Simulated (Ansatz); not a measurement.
A run of Ansatz 0.2.0:

File input.yaml:

```yaml
crystal:
  lattice: { a: 3.7615938, b: 3.7615938, c: 10.54218598, alpha: 90.0, beta: 90.0, gamma: 120.0 }
  space_group: 166
  setting: { hermann_mauguin: R-3m }
  reduce_to_primitive: true
  atoms:
    - { symbol: As, position: [0.0, 0.0, 0.226] }
kpoints:
  mp_grid: { grid: [9, 9, 9] }
scf:
  occupations: { method: fermi_dirac, width: 0.05 }
hamiltonian:
  xc: { exchange: rpw86, correlation: pbe }
  dispersion: d3bjatm
  pseudopotentials: { kind: all_electron, datasets: crystal }
output:
  forces: true
  stress: true
  wannier:
    kmesh: [6, 6, 6]
    projections: [{ species: As, l: s }, { species: As, l: p }]
    disentanglement: { window: [-16, 20] }
```

Potentials or basis: all-electron PAW datasets made for the crystal.

The run is started by

```bash
$ ansatz run input.yaml --threads 1 --pin off --max-ram 2560MiB --backend cpu --events-out ev --progress --plain --runs-dir out
```

Hardware: 1 thread of Intel(R) Xeon(R) Platinum 8488C (Sapphire Rapids), with other jobs on the host.

**Question.** How long does it take, and how much memory?

**Answer.** Wall time 46 s on 1 thread of Intel(R) Xeon(R) Platinum 8488C (Sapphire Rapids) (shared host), peak memory 0.6 GiB. Counts: scf iterations 7, plane waves 417, k points 85, bands 9.
